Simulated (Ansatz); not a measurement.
**Bi2Se3 (Paraguanajuatite) under changes of volume**

One of the cells (28.378 Å³/atom); the others are scaled copies at fixed shape and fractional positions:

```
Bi Se
1.0
     2.07150    1.19598    9.54533
    -2.07150    1.19598    9.54533
     0.00000   -2.39196    9.54533
Bi Se
2 3
Cartesian
  0.0000 0.0000 17.1587
  0.0000 0.0000 11.4773
  0.0000 0.0000 22.5738
  0.0000 0.0000 6.0622
  0.0000 0.0000 0.0000
```

| Quantity | Value |
| --- | --- |
| Program | Ansatz 0.2.0 |
| Functional | BPBE |
| Potentials or basis | Ansatz PAW |
| Cutoff | 420 eV (not typed: the program's choice for these potentials) |
| k mesh | 8 × 8 × 8 |
| Occupations | fermi-dirac, width 0.05 eV |
| Spin | no spin polarisation |

```tsv
volume (Å³/atom)	energy over the lowest point (meV/atom)	pressure (GPa)	gap on the mesh (eV)	largest force (eV/Å)
26.675	57.13	7.1	0.16	0.673
27.243	?	?	?	?
27.810	18.78	3.8	0.20	0.308
28.378	7.89	2.4	0.21	0.158
28.946	1.79	1.1	0.23	0.099
29.513	0.00	-0.1	0.24	0.149
30.081	2.08	-1.1	0.26	0.280
```

**Question.** What does the run at 27.243 Å³/atom give?

**Answer.** Energy over the lowest point 34.99 meV/atom; pressure 5.4 GPa; gap on the mesh 0.18 eV; largest force 0.484 eV/Å.

Worked out: A Birch-Murnaghan fit of order 3 (a polynomial in V^(-2/3)) to the other rows has its minimum at 29.48 Å³/atom with B0 = V·E''(V) = 57 GPa and B' = 4.5 at fixed shape and positions, which overstates the stiffness. It gives 34.97 meV/atom at 27.243 Å³/atom, against the run's 34.99, and -dE/dV = 5.4 GPa, against 5.4. A straight line through the other rows of the gap, of slope 0.807 eV per unit of ln V (its deformation potential), gives 0.18 eV, against the run's 0.18.

Energies are extrapolated to zero smearing.

Caveats: spin-orbit coupling is left out, which as a rule narrows the gap of such compounds by several tenths of an eV; the PAW data sets come from PBE, with cores solved anew for the run's functional, which leaves a small shift of forces and pressure.

A mesh can miss the band edges.
